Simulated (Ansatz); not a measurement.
# Te (P3_121) in Ansatz: further runs

One crystal, Te, is run at these levels: PBE; tasks: single point.

Everything below comes from runs of Ansatz 0.2.0. Logs are shortened: lines on timing, memory, paths and dates and some standing lists are left out, and cuts for length are marked.

## (1) Starting point

It takes space group P3_121 (No. 152, trigonal). The conventional cell has a = 4.454 Å, b = 4.454 Å, c = 5.924 Å, α = 90.00°, β = 90.00°, γ = 120.00°. Around Te (site symmetry 2) lie 2 Te at 2.86 Å.

## (2) Single point, PBE, 31.89 Å³/atom (volume scaled by 0.94)

input.yaml

```yaml
crystal:
  lattice:
    - [4.3630765282, 0.0, 0.0]
    - [-2.1815382641, 3.7785351121, 0.0]
    - [0.0, 0.0, 5.803068108]
  atoms:
    - { symbol: Te, position: [0.731, 0.731, 0.0] }
    - { symbol: Te, position: [0.0, 0.269, 0.6666666667] }
    - { symbol: Te, position: [0.269, 0.0, 0.3333333333] }
kpoints:
  mp_grid: { grid: [7, 7, 5] }
scf:
  occupations: { method: fermi_dirac, width: 0.05 }
hamiltonian:
  xc: pbe
  pseudopotentials: { kind: all_electron, lapw: { basis_error: 0.001 } }
output:
  forces: true
  stress: true
  eigenvalues: true
```

Potentials or basis: all-electron LAPW, scalar-relativistic.

Run with:

```sh
> ansatz run input.yaml --threads 2 --pin off --max-ram 6144MiB --backend cpu --events-out ev --progress --plain --runs-dir out
```

Output:

```text
Warning: RAYON_NUM_THREADS=2 ignored (pool sized by the plan → 2); use --threads N
LAPW: plane waves up to 8.060 Å⁻¹, error target 1.0e-3 eV per atom; small_component_spin mean_spin; Te in spheres of 1.403 Å, 24 of its electrons in bands, Dirac shells [] (how accurate: hamiltonian.pseudopotentials.lapw.basis_error, Limitations)
Engine: ansatz 0.2.0, x86_64-unknown-linux-gnu
Pseudopotentials: kind: all_electron
Pseudopotential: Te, LAPW, valence charge 24, lapw/all_electron/scalar/gaussian/Te, Koelling and Harmon's equation, gaussian nucleus
Functional definition: PBE
  parameter kappa = 0.804
  parameter beta = 0.06672455060314922
  exchange = pbe_x(kappa = kappa, mu = beta*pi^2/3)
  correlation = pbe_c(beta = beta)
Crystal: 3 atoms, lattice volume = 95.670 Å³
Basis set: ecut = 247.49244857874822 eV, 855 PW (Γ), exchange–correlation at level 2
Bands: 44, of which v1, the nominal top of the filled ones, is band 36 counted from 1 (35 counted from 0)
Symmetry: 6 space group operations
Space group: P3121 (ITA 152), of the structure as read, at distance tolerance 4.6e-5 Å
k-points: 32 of 245 (time reversal used)
Non-local potential: Te, projectors of the file, none
Initial density: superposition of atomic densities (chi_scale 0.1, normalization cell)
Initial wavefunctions: plane waves of lowest kinetic energy (no species holds an atomic orbital)
Functional: x = pbe(κ = 0.804, μ = 0.2195149727645171), c = pbe(β = 0.06672455060314922)
iter 1 solved again at ethr=1.54e-4 eV; its pass at ethr=1.00e-1 eV (dr2=1.11e-1 eV) is discarded
SCF iter   1: F=—  HF=-554652.976883 eV  |F-HF|=—  |Δ(HF+E_count)|=         —  Δρ=1.25e-2  dr2=1.11e-1  ethr=1.54e-4  ⟨swp⟩=3.0  Hψ=9273  notcnv=0
preconditioner: auto → Resta (q_TF=auto, 2.602 Å⁻¹)  ε∞=3.3  [insulator: Δε(μ)=0.638 eV  Ē_g=10.585 eV  σ=0.050 eV  W_gap=1.00  n_scr=22 (ndim 8)  ℏωp=16.1 eV  f_vac=0.054  D(μ)=0.00/eV (n_scr^D=0)  ε∞_Penn≈3.3]
SCF iter   2: F=—  HF=-554652.964730 eV  |F-HF|=—  |Δ(HF+E_count)|=   1.22e-2  Δρ=7.42e-3  dr2=4.10e-2  ethr=1.54e-4  ⟨swp⟩=2.0  Hψ=4142  notcnv=0
iter 3 solved again at ethr=3.24e-6 eV; its pass at ethr=5.69e-5 eV (dr2=2.33e-3 eV) is discarded
SCF iter   3: F=—  HF=-554652.967207 eV  |F-HF|=—  |Δ(HF+E_count)|=   2.48e-3  Δρ=1.57e-3  dr2=2.33e-3  ethr=3.24e-6  ⟨swp⟩=2.0  Hψ=7083  notcnv=0
SCF iter   4: F=—  HF=-554652.968144 eV  |F-HF|=—  |Δ(HF+E_count)|=         —  Δρ=4.94e-4  dr2=3.24e-4  ethr=3.24e-6  ⟨swp⟩=2.0  Hψ=4100  notcnv=0
the basis was enlarged: its passes take 408.4 KiB over the memory plan, 2 of 2 planned eigensolver slots
SCF iter   5: F=—  HF=-554652.968356 eV  |F-HF|=—  |Δ(HF+E_count)|=   2.12e-4  Δρ=1.12e-4  dr2=1.98e-5  ethr=4.50e-7  ⟨swp⟩=3.0  Hψ=4289  notcnv=0
SCF iter   6: F=—  HF=-554652.968371 eV  |F-HF|=—  |Δ(HF+E_count)|=   1.56e-5  Δρ=4.20e-5  dr2=2.38e-6  ethr=2.75e-8  ⟨swp⟩=3.0  Hψ=4296  notcnv=0
SCF iter   7: F=-554652.968376 eV  HF=-554652.968376 eV  |F-HF|=6.23e-8  |Δ(HF+E_count)|=   4.21e-6  Δρ=7.95e-6  dr2=9.88e-8  ethr=3.31e-9  ⟨swp⟩=3.0  Hψ=4376  notcnv=0
SCF 1 converged in 7 iterations: F = -554652.968376 eV  dr2 = 9.88e-8
SCF converged after 7 iterations
Free energy (F): -554652.968376 eV
Harris-Foulkes:  -554652.968376 eV  (|F-HF|=6.23e-8)
Internal energy: -554652.968281 eV  (E = F + TS)
E sigma→0 (E₀):  -554652.968328 eV
Entropy (-TS):   -0.000095 eV (-0.032 meV/atom)
Fermi energy:    12.079824 eV
--- Per-component energies (eV) ---
  E_band       = -3311.113021
  E_kinetic    = 585774.001116
  E_xc         = -14374.238422
  E_electrostatic = -1126052.730975  (all electrons and nuclei)
  E_smearing   = -0.000095  (= −TS)
  E_closure    = 0.000000  (closes the sum)
  E_atoms      = -554643.707363  (free atoms, spherical and without spin; not in F)
  Σ components = -554652.968376   (vs F -554652.968376, Δ=0.00e0)
  Basis errors (estimates in eV, not in F): energy 4.6e-4 per atom: plane waves 4.2e-4 (2.4e-4 summed), levels above the bands 3.0e-57, relativity 1.0e-7, radial functions 3.6e-5, core shells 5.0e-9; eigenvalues (radial functions only) 2.7e-7; not estimated: angular momenta, meshes, grids; target (lapw.basis_error) 1.0e-3; muffin-tin radii Te 1.403 Å
--- Forces (eV/Å), atoms counted from 1 ---
  atom   1  Te    -0.24845613    -0.43033865    -0.00000000
  atom   2  Te    -0.24845613     0.43033865    -0.00000000
  atom   3  Te     0.49691227    -0.00000000     0.00000000
  max |Σ_I F_I| component: 5.55e-17 eV/Å
--- Stress (GPa, compression-positive) ---
        4.455716      -0.000000       0.000000
       -0.000000       4.455716       0.000000
        0.000000       0.000000       6.417367
  P = ⅓ Tr σ = 5.1096 GPa (51.096 kbar)
--- Band table (eV; the first three rows and the last of 32) ---
  k-point 0: bands = ["-148.1020", "-148.1017", "-148.1017", "-98.2123", "-98.2123", "-98.2089", "-98.1771", "-98.1748", "-98.1748", "-98.0382", "-98.0382", "-98.0381", "-25.6287", "-25.6287", "-25.5679", "-25.5636", "-25.5636", "-25.4786", "-25.4421", "-25.4408", "-25.4408", "-25.4122", "-25.4078", "-25.4078", "-25.3945", "-25.3645", "-25.3645", "-2.2088", "1.3950", "1.3950", "8.5963", "9.0449", "9.0449", "10.0649", "10.0649", "10.9293", "12.9728", "12.9728", "13.5543", "16.7636", "16.7636", "18.0320", "18.1591", "18.1591"]
  k-point 1: bands = ["-148.1020", "-148.1018", "-148.1017", "-98.2130", "-98.2115", "-98.2091", "-98.1769", "-98.1753", "-98.1744", "-98.0382", "-98.0382", "-98.0381", "-25.6440", "-25.6084", "-25.5707", "-25.5695", "-25.5535", "-25.4908", "-25.4439", "-25.4422", "-25.4361", "-25.4118", "-25.4096", "-25.4075", "-25.3874", "-25.3678", "-25.3632", "-2.0531", "0.1800", "2.6762", "8.4610", "8.6866", "9.2322", "10.1832", "10.2604", "10.9185", "12.6899", "12.7125", "13.1742", "16.2584", "17.3986", "17.6800", "17.8938", "18.3203"]
  k-point 2: bands = ["-148.1020", "-148.1019", "-148.1016", "-98.2134", "-98.2105", "-98.2097", "-98.1765", "-98.1760", "-98.1741", "-98.0382", "-98.0381", "-98.0381", "-25.6520", "-25.5883", "-25.5753", "-25.5744", "-25.5383", "-25.5155", "-25.4447", "-25.4436", "-25.4322", "-25.4116", "-25.4102", "-25.4084", "-25.3750", "-25.3703", "-25.3663", "-1.5904", "-0.8357", "3.6772", "7.7969", "8.9099", "9.1359", "10.3832", "10.6259", "10.8553", "12.3572", "12.3756", "12.5568", "15.7760", "16.9817", "17.1740", "18.8811", "19.2476"]
  k-point 31: bands = ["-148.1020", "-148.1019", "-148.1016", "-98.2133", "-98.2105", "-98.2097", "-98.1765", "-98.1759", "-98.1742", "-98.0382", "-98.0381", "-98.0381", "-25.6504", "-25.5834", "-25.5732", "-25.5699", "-25.5354", "-25.5129", "-25.4467", "-25.4451", "-25.4299", "-25.4175", "-25.4073", "-25.4058", "-25.3942", "-25.3806", "-25.3503", "-0.4699", "0.0270", "1.6811", "6.2470", "6.5373", "6.9616", "10.1200", "11.2733", "11.7415", "12.5815", "13.4001", "14.0502", "17.0780", "17.7274", "18.5647", "19.0503", "19.9022"]
```

It took 33 s on 2 threads of Intel Xeon at 2.50GHz (Skylake/Cascade Lake), shared host; peak memory 0.43 GiB.

Results:

```
Free energy            : -554652.9684 eV
Pressure               : 5.1 GPa
Largest force          : 0.497 eV/Å
Band gap on the k mesh : 0.62 eV, indirect (least direct gap 0.84 eV)
```

Caveat: spin-orbit coupling is left out, which moves the levels of the heavy elements; an odd mesh through Γ misses points on the zone boundary, where band edges often lie.

## (3) Single point, PBE, 32.57 Å³/atom (volume scaled by 0.96)

input.yaml: that of step 2 with these lines changed.

```diff
@@ -2,5 +2,5 @@
   lattice:
-    - [4.3630765282, 0.0, 0.0]
-    - [-2.1815382641, 3.7785351121, 0.0]
-    - [0.0, 0.0, 5.803068108]
+    - [4.3938034316, 0.0, 0.0]
+    - [-2.1969017158, 3.8051453911, 0.0]
+    - [0.0, 0.0, 5.8439361313]
   atoms:
```

Potentials or basis: all-electron LAPW, scalar-relativistic.

Run with:

```sh
> ansatz run input.yaml --threads 2 --pin off --max-ram 6144MiB --backend cpu --events-out ev --progress --plain --runs-dir out
```

Wall time 36 s (2 threads of Intel Xeon at 2.50GHz (Skylake/Cascade Lake), shared host); peak memory 0.42 GiB.

The run converged. Its results:

```yaml
Free_energy: -554653.0245 eV
Pressure: 3.8 GPa
Largest_force: 0.371 eV/Å
Band_gap_on_the_k_mesh: 0.62 eV, indirect (least direct gap 0.83 eV)
```

Caveat: spin-orbit coupling is left out, which moves the levels of the heavy elements; an odd mesh through Γ misses points on the zone boundary, where band edges often lie.

## (4) Single point, PBE, 33.25 Å³/atom (volume scaled by 0.98)

input.yaml: that of step 3 with these lines changed.

```diff
@@ -2,5 +2,5 @@
   lattice:
-    - [4.3938034316, 0.0, 0.0]
-    - [-2.1969017158, 3.8051453911, 0.0]
-    - [0.0, 0.0, 5.8439361313]
+    - [4.4241064818, 0.0, 0.0]
+    - [-2.2120532409, 3.8313886024, 0.0]
+    - [0.0, 0.0, 5.8842404128]
   atoms:
```

Run with:

```sh
> ansatz run input.yaml --threads 2 --pin off --max-ram 6144MiB --backend cpu --events-out ev --progress --plain --runs-dir out
```

Run time: 40 s. Hardware: 2 threads of Intel Xeon at 2.50GHz (Skylake/Cascade Lake), shared host; peak memory 0.42 GiB.

It converged, with:

```
Free energy            : -554653.0643 eV
Pressure               : 2.5 GPa
Largest force          : 0.253 eV/Å
Band gap on the k mesh : 0.63 eV, indirect (least direct gap 0.81 eV)
```

Caveat: spin-orbit coupling is left out, which moves the levels of the heavy elements; an odd mesh through Γ misses points on the zone boundary, where band edges often lie.

## (5) Single point, PBE, 33.93 Å³/atom

input.yaml: that of step 4 with these lines changed.

```diff
@@ -2,5 +2,5 @@
   lattice:
-    - [4.4241064818, 0.0, 0.0]
-    - [-2.2120532409, 3.8313886024, 0.0]
-    - [0.0, 0.0, 5.8842404128]
+    - [4.454, 0.0, 0.0]
+    - [-2.227, 3.8572771485, 0.0]
+    - [0.0, 0.0, 5.924]
   atoms:
```

Run with:

```sh
> ansatz run input.yaml --threads 2 --pin off --max-ram 6144MiB --backend cpu --events-out ev --progress --plain --runs-dir out
```

Wall time 37 s (2 threads of Intel Xeon at 2.50GHz (Skylake/Cascade Lake), shared host); peak memory 0.41 GiB.

The run converged. Its results:

```
Free energy            : -554653.0896 eV
Pressure               : 1.5 GPa
Largest force          : 0.144 eV/Å
Band gap on the k mesh : 0.64 eV, indirect (least direct gap 0.80 eV)
```

Caveat: spin-orbit coupling is left out, which moves the levels of the heavy elements; an odd mesh through Γ misses points on the zone boundary, where band edges often lie.

## (6) Single point, PBE, 34.60 Å³/atom (volume scaled by 1.02)

input.yaml: that of step 5 with these lines changed.

```diff
@@ -2,5 +2,5 @@
   lattice:
-    - [4.454, 0.0, 0.0]
-    - [-2.227, 3.8572771485, 0.0]
-    - [0.0, 0.0, 5.924]
+    - [4.4834975484, 0.0, 0.0]
+    - [-2.2417487742, 3.8828227747, 0.0]
+    - [0.0, 0.0, 5.9632329314]
   atoms:
```

Potentials or basis: all-electron LAPW, scalar-relativistic.

Run with:

```sh
> ansatz run input.yaml --threads 2 --pin off --max-ram 6144MiB --backend cpu --events-out ev --progress --plain --runs-dir out
```

It took 37 s on 2 threads of Intel Xeon at 2.50GHz (Skylake/Cascade Lake), shared host; peak memory 0.42 GiB.

Results (log left out):

```yaml
Free_energy: -554653.1017 eV
Pressure: 0.5 GPa
Largest_force: 0.042 eV/Å
Band_gap_on_the_k_mesh: 0.64 eV, indirect (least direct gap 0.79 eV)
```

Caveat: spin-orbit coupling is left out, which moves the levels of the heavy elements; an odd mesh through Γ misses points on the zone boundary, where band edges often lie.

## (7) Single point, PBE, 35.28 Å³/atom (volume scaled by 1.04)

input.yaml: that of step 6 with these lines changed.

```diff
@@ -2,5 +2,5 @@
   lattice:
-    - [4.4834975484, 0.0, 0.0]
-    - [-2.2417487742, 3.8828227747, 0.0]
-    - [0.0, 0.0, 5.9632329314]
+    - [4.5126119846, 0.0, 0.0]
+    - [-2.2563059923, 3.9080366161, 0.0]
+    - [0.0, 0.0, 6.0019563082]
   atoms:
```

Run with:

```sh
> ansatz run input.yaml --threads 2 --pin off --max-ram 6144MiB --backend cpu --events-out ev --progress --plain --runs-dir out
```

Run time: 36 s. Hardware: 2 threads of Intel Xeon at 2.50GHz (Skylake/Cascade Lake), shared host; peak memory 0.42 GiB.

The run converged. Its results:

```
Free energy            : -554653.1022 eV
Pressure               : -0.4 GPa
Largest force          : 0.053 eV/Å
Band gap on the k mesh : 0.64 eV, indirect (least direct gap 0.77 eV)
```

Caveat: spin-orbit coupling is left out, which moves the levels of the heavy elements; an odd mesh through Γ misses points on the zone boundary, where band edges often lie.

## (8) Single point, PBE, 35.96 Å³/atom (volume scaled by 1.06)

input.yaml: that of step 7 with these lines changed.

```diff
@@ -2,5 +2,5 @@
   lattice:
-    - [4.5126119846, 0.0, 0.0]
-    - [-2.2563059923, 3.9080366161, 0.0]
-    - [0.0, 0.0, 6.0019563082]
+    - [4.5413555111, 0.0, 0.0]
+    - [-2.2706777555, 3.9329292402, 0.0]
+    - [0.0, 0.0, 6.04018636]
   atoms:
```

Run with:

```sh
> ansatz run input.yaml --threads 2 --pin off --max-ram 6144MiB --backend cpu --events-out ev --progress --plain --runs-dir out
```

It took 35 s on 2 threads of Intel Xeon at 2.50GHz (Skylake/Cascade Lake), shared host; peak memory 0.41 GiB.

The run converged. Its results:

```yaml
Free_energy: -554653.0922 eV
Pressure: -1.2 GPa
Largest_force: 0.142 eV/Å
Band_gap_on_the_k_mesh: 0.65 eV, indirect (least direct gap 0.76 eV)
```

Caveat: spin-orbit coupling is left out, which moves the levels of the heavy elements; an odd mesh through Γ misses points on the zone boundary, where band edges often lie.
